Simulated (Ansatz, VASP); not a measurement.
Ba in VASP and in Ansatz

```
CELL_PARAMETERS angstrom
0.00000 3.23267 3.23267
3.23267 0.00000 3.23267
3.23267 3.23267 0.00000
ATOMIC_POSITIONS crystal
Ba 0.00000 0.00000 0.00000
```

This isn't the form of Ba at room conditions, which is bcc.

Alike in both runs: task single point; functional PBEsol; k mesh 6 × 6 × 6; occupations gaussian, width 0.1 eV; no spin polarisation.

|  | VASP | Ansatz |
| --- | --- | --- |
| version | VASP 6.6.1 | Ansatz 0.2.0 |
| potentials or method | VASP PAW PBE potentials, release 64 (Ba_sv) | scalar-relativistic, plane waves, PAW |
| plane-wave cutoff (eV) | 520 | 420 |
| valence electrons in the cell | 10 | 10 |

```csv
,VASP,Ansatz,Ansatz less VASP
gap on the k mesh at the Fermi level (eV),none,none,-
pressure (GPa),-1.0,-1.0,-0.04
```

A gap of «none» marks a metal or a gap that the smearing closes. With one functional, cell and mesh, what is left measures potentials, basis and numerics.

Caveats: the PAW data sets were made with another functional, which shifts forces and pressure a little (VASP). Spin-orbit coupling is left out, which matters for the levels of Ba.
